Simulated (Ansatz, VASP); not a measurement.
## One calculation of Nb, two programs

Contents of INCAR:

```
SYSTEM = Nb
PREC = Accurate
ENCUT = 600
EDIFF = 1E-7
ISMEAR = -1
SIGMA = 0.05
LREAL = .False.
LASPH = .True.
NELM = 60
ALGO = Fast
ISIF = 3
LWAVE = .False.
LCHARG = .False.
GGA = B5
ALDAX = 1.0
AGGAX = 1.0
AGGAC = 1.0
ALDAC = 0.0
IVDW = 12
IBRION = 2
NSW = 60
EDIFFG = -0.01
VDW_S6 = 1.0
VDW_S8 = 2.6996
VDW_A1 = 0.4298
VDW_A2 = 4.2359
```

File KPOINTS:

```
Automatic mesh
0
Gamma
  11 11 11
  0 0 0
```

The input POSCAR:

```
Nb
1.0
    0.0000000000      2.1150000000      2.1150000000
    2.1150000000      0.0000000000      2.1150000000
    2.1150000000      2.1150000000      0.0000000000
Nb
1
Direct
    0.0000000000      0.0000000000      0.0000000000
```

File input.yaml:

```yaml
crystal:
  lattice:
    - [0.0, 2.115, 2.115]
    - [2.115, 0.0, 2.115]
    - [2.115, 2.115, 0.0]
  atoms:
    - { symbol: Nb, position: [0.0, 0.0, 0.0] }
hamiltonian:
  xc: blyp
  pseudopotentials: { kind: paw }
  dispersion: d3bj
kpoints:
  mp_grid: { grid: [11, 11, 11] }
scf:
  occupations: { method: fermi_dirac, width: 0.05 }
output:
  forces: true
  stress: true
  eigenvalues: true
  write_density: true
  write_potential: true
  elf: true
  volumetric_format: npy
relax:
  f_tol: 0.01
  max_steps: 40
  cell: { stress_tol: 0.05 }
```

This isn't the form of Nb at room conditions, which is bcc.

Alike in both runs: task relaxation of cell and atoms; functional BLYP; dispersion D3(BJ); k mesh 11 × 11 × 11; occupations fermi-dirac, width 0.05 eV; no spin polarisation.

|  | VASP | Ansatz |
| --- | --- | --- |
| version | VASP 6.6.1 | Ansatz 0.2.0 |
| potentials or method | VASP PAW PBE potentials, release 64 (Nb_sv) | Ansatz PAW |
| plane-wave cutoff (eV) | 600 | 420 |
| valence electrons in the cell | 13 | 13 |

|  | VASP | Ansatz | Ansatz less VASP |
| --- | --- | --- | --- |
| gap on the k mesh at the Fermi level, each at its own relaxed structure (eV) | none | none | - |
| relaxed volume (Å³/atom) | 17.67 | 17.67 | -0.007 |
| relaxed cell length with the largest relative difference (Å) | 2.924 | 2.923 | -0.0004 |
| energy change over the relaxation (meV/atom) | -45 | -45 | +0.1 |

A gap of «none» marks a metal or a gap that the smearing closes.

Caveats: pairwise dispersion overbinds metals, which lowers pressure and volume; the PAW data sets were made with another functional, which shifts forces and pressure a little (VASP); the plane-wave basis is chosen anew once the cell has moved, so the energies of steps on either side of that aren't comparable (Ansatz); the PAW data sets come from PBE, with cores solved anew for the run's functional, which leaves a small shift of forces and pressure (Ansatz).
